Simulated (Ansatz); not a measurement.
## Calculated S-33 NMR of the central transition for SnS2

Cell: a structure deposited in the COD, taken as it stands.

```
Sn S
1.0
     3.60500    0.00000    0.00000
    -1.80250    3.12202    0.00000
     0.00000    0.00000    5.46000
Sn S
1 2
Direct
  0.00000 0.00000 0.00000
  0.66667 0.33333 0.72900
  0.33333 0.66667 0.27100
```

Atom numbers follow the list; atoms alike are taken as one site, whose name carries the number of the first.

Method: Kohn–Sham DFT in Ansatz, PBE, plane waves and PAW, scalar-relativistic, 420 eV cutoff, Γ-centred 14×14×8 k-points, Fermi–Dirac smearing 0.02 eV.

S-33 has I = 3/2 and Q = -69.40 mb (Pyykkö 2018); at 21.1 T its Larmor frequency is ν₀ = 69.0 MHz. Only the quadrupole interaction is simulated: positions count from each site's isotropic chemical shift, and J coupling is left out, as are shift anisotropy and dipolar coupling, which fast spinning averages.

Simulated pattern of one S site (fast magic-angle spinning, Gaussian broadening 1 kHz):

```csv
offset (kHz),height
-31.48,0
-30.23,4
-28.99,6
-27.75,6
-26.51,6
-25.27,6
-24.02,7
-22.78,7
-21.54,7
-20.30,10
-19.06,77
-17.81,74
-16.57,53
-15.33,47
-14.09,44
-12.85,43
-11.61,43
-10.36,44
-9.12,47
-7.88,53
-6.64,64
-5.40,100
-4.15,83
-2.91,1
```

**Question.** Which |C_Q| and η does the pattern imply?

**Answer.** The pattern spans 26.1 kHz before broadening and its centre of gravity is at -12.2 kHz, which fixes P_Q; the places of the horns and steps fix η. That gives P_Q = 5.80 MHz, |C_Q| = 5.80 MHz and η = 0.00. The sign of C_Q can't be read from the pattern.

An axis of threefold or higher order runs through S, so V_zz lies along it and η is zero.

At this cell the PBE pressure is 8 GPa, so with PBE the cell would grow if it were relaxed. Without spin–orbit coupling (the program notes it for Sn) the gradients can shift somewhat, as the gap is small.

Hardware: 1 thread of Intel Xeon 6975P-C (Granite Rapids) (x86_64; 16 cores open to the job, memory cap 3.0 GiB, no GPU), a shared host with a load of 0.6 a core. Wall time 6.8 s, CPU time 6.8 s, peak memory 0.55 GiB.
